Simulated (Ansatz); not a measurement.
This is a single-point calculation with Ansatz 0.2.0 on PtSe₂, CdCl2 type; the level of theory is r2SCAN. The cell was relaxed with r2SCAN+rVV10 and then strained (epitaxial -2.09 % in the xy plane, free normal strain +2.05 %), with the atoms relaxed again with r2SCAN+rVV10; k points keep the names of the unstrained zone.

```yaml
crystal:
  lattice:
    - [1.8071265266, 1.0433449866, 5.8786684133]
    - [-1.8071265266, 1.0433449866, 5.8786684133]
    - [0.0, -2.0866899731, 5.8786684133]
  atoms:
    - { symbol: Pt, position: [0.0, 0.0, 0.0] }
    - { symbol: Se, position: [0.255902929, 0.255902929, 0.255902929] }
    - { symbol: Se, position: [0.744097071, 0.744097071, 0.744097071] }
kpoints:
  mp_grid: { grid: [8, 8, 8] }
  band_path:
    path:
      - [0.0, 0.0, 0.0]
      - [0.5, 0.5, 0.5]
      - [0.8105216083, 0.1894783917, 0.5]
      - [0.5, -0.1894783917, 0.1894783917]
      - [0.5, 0.0, 0.0]
      - [0.3447391959, -0.3447391959, 0.0]
      - [0.6552608041, 0.0, 0.3447391959]
      - [0.5, 0.0, 0.5]
      - [0.0344739196, -0.0344739196, 0.0]
      - [0.0, 0.25, -0.25]
      - [0.25, 0.25, -0.5]
    npoints: 1
hamiltonian:
  xc: r2scan
scf:
  occupations: { method: fixed }
  n_extra_bands: 4
output:
  forces: true
  stress: true
  eigenvalues: true
```

The output follows, shortened, with numbered blanks.
```
Pseudopotential: Pt, paw, valence charge 18, recommended cutoff 500 eV (meta_gga)
Pseudopotential: Se, paw, valence charge 16, recommended cutoff 500 eV (meta_gga)
Functional definition: r2SCAN
Crystal: 3 atoms, lattice volume = 66.504 Å³
Basis set: ecut = 500 eV, 1713 PW (Γ), FFT grids on a1−a3, a2−a3, a3
Bands: 29, of which v1, the nominal top of the filled ones, is band 25 counted from 1 (24 counted from 0)
Symmetry: 12 space group operations
Space group: R-3m (ITA 166)
k-points: 65 of 512
preconditioner: auto → Resta (q_TF=auto, 2.602 Å⁻¹)  ε∞=5.8  [insulator: Δε(μ)=0.610 eV  ℏωp=21.4 eV]
Free energy (F): -23494.351667 eV
Fermi energy:    10.880920 eV
--- Forces (eV/Å), atoms counted from 1 ---
[1]
--- Stress (GPa, compression-positive) ---
        5.213855       0.000000       0.000000
        0.000000       5.213855       0.000000
        0.000000       0.000000       1.182091
  P = ⅓ Tr σ = 3.8699 GPa (38.699 kbar)
--- Band table (eV; the first three rows and the last of 65) ---
  k-point 0: bands = […, 7.2787, 7.2787, 8.6053, 10.6199, 10.6199, 10.8809, 13.5724, 13.5724, 16.2161, 16.4492]
  k-point 1: bands = […, 7.0276, 7.1634, 8.3658, 10.1355, 10.6218, 10.8540, 12.7109, 13.3022, 17.1522, 17.3283]
  k-point 2: bands = […, 6.0813, 7.0833, 7.9521, 9.4276, 10.1195, 10.2885, 12.3734, 13.0165, 16.8381, 18.5169]
  k-point 64: bands = […, 7.2816, 7.2816, 8.5515, 9.2887, 10.4492, 10.4492, 13.7539, 13.7539, 16.8304, 18.1409]
```

Question: Give the withheld lines. They hold the forces.

Answer:
```
[1]
  atom   1  Pt      0.00000      0.00000      0.00000
  atom   2  Se      0.00000      0.00000      0.02562
  atom   3  Se      0.00000      0.00000    -0.02562
```

The r2SCAN gap is indirect, 0.61 eV (Γ–S₀ (0.10 of the way from Γ) to Γ–S₀ (0.73 of the way from Γ)), below the direct gap of 1.08 eV at k = (1/4, 1/4, -1/2). (Strain can split the valleys, and only one was followed off the mesh: the true gap may be a little smaller.) With the atoms held, the mean pressure is +3.87 GPa (compression positive). The largest force is 0.03 eV/Å.

(Calculated; spin-unpolarised; the phase may be known or hypothetical.)

Spin-orbit coupling is left out, which matters wherever the heavy atoms make up the band edges.
